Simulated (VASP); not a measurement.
Wanted: the native input for a VASP 6.6.1 run.

```yaml
Task: single point
Functional: PBE0(alpha)
Potentials_or_basis: VASP PAW PBE potentials, release 64 (Li_sv, H)
Cutoff: 520 eV
k_mesh: 6 × 6 × 6
Occupations: fermi-dirac, width 0.05 eV
Spin: no spin polarisation
Share_of_exact_exchange: 0.3
Grid_for_exact_exchange_PRECFOCK: Fast
Exchange_at_q_=_0: truncated
Further_INCAR_settings: ALGO = Normal; EDIFF = 1e-06
```

The system is LiH.

```
Li H
1.0
     2.50699    0.00000    0.00000
     0.00000    2.50699    0.00000
     0.00000    0.00000    2.50699
Li H
1 1
Direct
  0.50000 0.50000 0.50000
  0.00000 0.00000 0.00000
```

The cell was built by a generator and needn't be a form met in nature.

These files were run (other wordings do the same):

POSCAR

```
LiH
1.0
    2.5069900000      0.0000000000      0.0000000000
    0.0000000000      2.5069900000      0.0000000000
    0.0000000000      0.0000000000      2.5069900000
Li H
1 1
Direct
    0.5000000000      0.5000000000      0.5000000000
    0.0000000000      0.0000000000      0.0000000000
```

INCAR.step1

```
PREC = Accurate
ENCUT = 520
EDIFF = 1E-5
ISMEAR = -1
SIGMA = 0.05
LREAL = False
LASPH = True
NELM = 100
ALGO = Normal
ISIF = 2
LWAVE = True
GGA = PE
```

INCAR.step2

```
PREC = Accurate
ENCUT = 520
EDIFF = 1E-6
ISMEAR = -1
SIGMA = 0.05
LREAL = False
LASPH = True
NELM = 100
ALGO = Normal
ISIF = 2
LWAVE = False
LCHARG = False
GGA = PE
LHFCALC = True
AEXX = 0.3
PRECFOCK = Fast
HFRCUT = -1
ISTART = 1
```

KPOINTS

```
regular mesh
0
Gamma
  6 6 6
```

Potentials or basis: VASP PAW PBE potentials, release 64 (Li_sv, H).

Command:

```sh
$ cat potpaw_PBE.64/Li_sv/POTCAR potpaw_PBE.64/H/POTCAR > POTCAR
$ cp INCAR.step1 INCAR
$ mpirun -np 1 vasp_std > vasp.out
$ cp INCAR.step2 INCAR
$ mpirun -np 1 vasp_std > vasp.out
```

Results of the run:

```yaml
Band_gap_on_the_k_mesh: 2.49 eV, indirect (least direct gap 6.38 eV)
```

It took 15 s on 1 thread of Intel(R) Xeon(R) 6975P-C (Granite Rapids), on a shared host, peak memory 0.12 GiB.
